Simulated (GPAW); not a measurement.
Wanted: an ASE script for a GPAW 26.7.0 run.

```
Task                : band structure
Functional          : BLYP
Potentials or basis : PAW data sets generated in the run's folder for this functional
Cutoff              : 600 eV
Basis               : pw
k mesh              : 11 × 11 × 11
Occupations         : fermi-dirac, width 0.05 eV
Spin                : no spin polarisation
Eigensolver         : davidson
Maxiter             : 150
Band path           : GHNGPH,PN
Band points         : 60
```

The structure of Nb lies in Nb.xyz:

```xyz
1
Lattice="-1.6639500000 1.6639500000 1.6639500000 1.6639500000 -1.6639500000 1.6639500000 1.6639500000 1.6639500000 -1.6639500000" Properties=species:S:1:pos:R:3 pbc="T T T"
Nb     0.0000000000      0.0000000000      0.0000000000
```

These files were run (other wordings do the same):

run.py

```python
from ase.dft.bandgap import bandgap
from ase.io import read, write
from ase.units import GPa
from gpaw import GPAW, PW, setup_paths

setup_paths.insert(0, '.')

atoms = read('Nb.xyz')

calc = GPAW(mode=PW(600),
            xc='BLYP',
            kpts={'size': (11, 11, 11), 'gamma': True},
            occupations={'name': 'fermi-dirac', 'width': 0.05},
            nbands=15,
            convergence={'density': 1e-05, 'energy': 1e-05},
            eigensolver='davidson',
            maxiter=150,
            txt='gpaw.txt')
atoms.calc = calc
energy = atoms.get_potential_energy()
forces = atoms.get_forces()
stress = atoms.get_stress()
calc.write('gs.gpw')
write('result.traj', atoms)
print(f'Energy: {energy:.6f} eV')
print('Forces (eV/A):')
print(forces.round(4))
print('Stress (GPa):', (stress / GPa).round(3))
print('Fermi level:', round(calc.get_fermi_level(), 4), 'eV')
print(f'Gap: {bandgap(calc)[0]:.4f} eV, direct: {bandgap(calc, direct=True)[0]:.4f} eV')

path = atoms.cell.bandpath('GHNGPH,PN', npoints=60, eps=1e-4)
bs_calc = calc.fixed_density(kpts=path, symmetry='off', nbands=23,
                             convergence={'bands': 'CBM+6.0', 'eigenstates': 1e-6}, txt='bands.txt')
bs = bs_calc.band_structure()
bs.write('bs.json')
print(f'Gap on the path: {bandgap(bs_calc)[0]:.4f} eV')
```

Potentials or basis: PAW data sets generated in the run's folder for this functional, pw.

Run with:

```sh
$ gpaw-setup -f BLYP Nb
$ OMP_NUM_THREADS=1 python run.py
```

It gave:

```
Pressure                : 3.1 GPa
Band gap along the path : none (metal or under the smearing width)
```

It took 17 s on 1 thread of Arm Neoverse V2, with other jobs on the host, peak memory 0.17 GiB.
